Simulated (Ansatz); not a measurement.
BaTiO3:

```xyz
10
Lattice="4.0073 0.0000 0.0000 0.0000 4.0073 0.0000 0.0000 0.0000 8.0146" Properties=species:S:1:pos:R:3 pbc="T T T"
Ba    2.3139    2.3844    1.9229
Ba    2.0570    1.8276    6.1203
Ti    0.1419    4.0001    0.1061
Ti    3.8069    3.8918    4.1558
O     2.2804    3.7093    7.8525
O     1.7205    3.8733    4.0115
O     3.8827    2.3866    7.8876
O     3.8235    1.8548    4.1970
O     3.8544    0.0411    1.7952
O     0.1626    0.0749    6.0314
```

Base run:

- Program: Ansatz 0.2.0
- Functional: PBE
- Potentials or basis: Ansatz PAW
- Cutoff: 600 eV
- Density cutoff: 2400 eV
- k mesh: 7 × 7 × 4
- Occupations: fermi-dirac, width 0.05 eV
- Spin: no spin polarisation

Its results: band gap on the k mesh 1.50 eV, direct; pressure 18.3 GPa; largest force 7.865 eV/Å.

Question: The run is repeated on the same cell with these changes: functional from PBE to r2SCAN; cutoff from 600 eV to 500 eV (not typed: the program's choice for these potentials); hubbard terms from none to Ti d U = 5 eV; hubbard projectors from none to ortho-atomic (the default). What comes out?

Answer: Band gap on the k mesh 2.37 eV, direct; pressure 17.7 GPa; largest force 8.582 eV/Å.

Several settings changed at once, so the effect can't be laid on one alone.

Caveats: spin-orbit coupling is left out, which moves the levels of the heavy elements; forces of over 1 eV/Å show positions far from the minimum, so gaps and moduli don't describe the material at rest; odd divisions of the mesh miss points on the zone boundary, where band edges often lie, so the gap on the mesh can be too wide (some runs); so large a pressure means that the cell lies far from this level's equilibrium, or that cutoff or potentials fall short (some runs); the PAW data sets come from PBE, with cores solved anew for the run's functional, which leaves a small shift of forces and pressure (some runs).
